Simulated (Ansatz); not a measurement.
Ansatz input

```yaml
crystal:
  lattice:
    - [3.1587542227, 0.0, 0.0]
    - [0.0, 3.1587542227, 0.0]
    - [0.0, 0.0, 3.1587542227]
  atoms:
    - { symbol: Te, position: [0.0, 0.0, 0.0] }
hamiltonian:
  xc: pbe
  pseudopotentials:
    kind: paw
    azcp:
      Te: "pseudopotentials/Te.paw.azcp"
basis:
  ecutwfc: 420
  fft_grid_basis: typed
kpoints:
  mp_grid: { grid: [11, 11, 11], shift: [0, 0, 0] }
magnetization:
  spin_polarized: false
scf:
  occupations: { method: fermi_dirac, width: 0.1 }
  lower_state_search: "off"
output:
  stress: true
```

Output

```
Engine: ansatz 0.2.0, x86_64-unknown-linux-gnu
Pseudopotentials: kind: paw
Pseudopotential: Te, paw, valence charge 16, recommended cutoff 420 eV (normal) 
Functional definition: PBE
  parameter kappa = 0.804
  parameter beta = 0.06672455060314922
  exchange = pbe_x(kappa = kappa, mu = beta*pi^2/3)
  correlation = pbe_c(beta = beta)
Crystal: 1 atoms, lattice volume = 31.517 Å³
Basis set: ecut = 420 eV, 619 PW (Γ)
Bands: 12, of which v1, the nominal top of the filled ones, is band 8 counted from 1 (7 counted from 0)
Symmetry: 48 space group operations
Space group: Pm-3m (ITA 221), of the structure as read, at distance tolerance 3.2e-5 Å
k-points: 56 of 1331
Non-local potential: Te, projectors of the file, l = 0: 2, l = 1: 2, l = 2: 2, l = 3: 2
PAW form: soft (Blöchl's): semilocal exchange-correlation on the pseudo side does not see the compensation charge
PAW one-centre angular grid: Te, 590 points (default); XC on 64 Gauss nodes
Initial density: superposition of atomic densities (neutral atoms: chi_scale 0, normalization atom), corrected by the library's trained network
Initial wavefunctions: pseudopotential atomic-orbital guess
Functional: x = pbe(κ = 0.804, μ = 0.2195149727645171), c = pbe(β = 0.06672455060314922)
SCF iter   1: F=—  HF=-6979.916431 eV  |F-HF|=—  |Δ(HF+E_count)|=         —  Δρ=9.36e-4  dr2=3.86e-4  ethr=1.77e-3  ⟨swp⟩=5.3  Hψ=4088  notcnv=0
SCF iter   2: F=—  HF=-6979.915885 eV  |F-HF|=—  |Δ(HF+E_count)|=   5.46e-4  Δρ=5.67e-4  dr2=1.33e-4  ethr=2.41e-6  ⟨swp⟩=2.3  Hψ=1567  notcnv=0
SCF iter   3: F=—  HF=-6979.915969 eV  |F-HF|=—  |Δ(HF+E_count)|=   8.46e-5  Δρ=2.19e-4  dr2=2.36e-5  ethr=8.28e-7  ⟨swp⟩=2.9  Hψ=1109  notcnv=0
SCF iter   4: F=—  HF=-6979.915964 eV  |F-HF|=—  |Δ(HF+E_count)|=   5.17e-6  Δρ=8.85e-5  dr2=3.35e-6  ethr=1.47e-7  ⟨swp⟩=2.2  Hψ=867  notcnv=0
iter 5 did not close the SCF: its close was put off for the readings that it lacked (scf_convergence_deferred on its scf_iter line)
SCF iter   5: F=-6979.915963 eV  HF=-6979.915963 eV  |F-HF|=8.70e-8  |Δ(HF+E_count)|=   1.17e-6  Δρ=9.94e-6  dr2=1.25e-8  ethr=2.09e-8  ⟨swp⟩=2.0  Hψ=1113  notcnv=0
SCF iter   6: F=-6979.915963 eV  HF=-6979.915963 eV  |F-HF|=2.13e-10  |Δ(HF+E_count)|=   9.52e-8  Δρ=4.90e-7  dr2=3.94e-11  ethr=7.84e-11  ⟨swp⟩=2.8  Hψ=2232  notcnv=0
SCF 1 converged in 6 iterations: F = -6979.915963 eV  dr2 = 3.94e-11
SCF converged after 6 iterations
Free energy (F): -6979.915963 eV
Harris-Foulkes:  -6979.915963 eV  (|F-HF|=2.13e-10)
Internal energy: -6979.898338 eV  (E = F + TS)
E sigma→0 (E₀):  -6979.907150 eV
Entropy (-TS):   -0.017625 eV (-17.625 meV/atom)
Fermi energy:    9.967356 eV
--- Per-component energies (eV) ---
  E_band       = -249.429151
  E_kinetic    = 180.339629
  E_local      = -1180.006944  (includes V_loc(G=0)·N_el)
  E_nonlocal   = -310.516243
  E_hartree    = 772.010140
  E_xc         = -124.297743
  E_vxc        = -104.104387  (∫ρ·V_xc dr)
  E_paw        = -4661.844588  (= ΣΔE_a)
  E_vpaw       = -379.161458  (= ΣTr[D̂ρ^β])
  E_aug_tail   = -0.000169  (compensation charges beyond the density's cutoff)
  E_ewald      = -1655.582420
  E_smearing   = -0.017625  (= −TS)
  E_closure    = -0.000000  (closes the sum)
  Σ components = -6979.915963   (vs F -6979.915963, Δ=0.00e0)
--- Stress (GPa, compression-positive) ---
        2.217117       0.000000       0.000000
        0.000000       2.217117       0.000000
        0.000000       0.000000       2.217117
  P = ⅓ Tr σ = 2.2171 GPa (22.171 kbar)
```

Command:

```sh
ansatz run input.yaml --threads 1 --pin off --max-ram 3584MiB --backend cpu --events-out ev --progress --plain --runs-dir out
```

On 1 thread of Intel(R) Xeon(R) Platinum 8259CL CPU @ 2.50GHz (Skylake/Cascade Lake) (shared host) this took about 2 s of wall time and 1.9 s of CPU time.
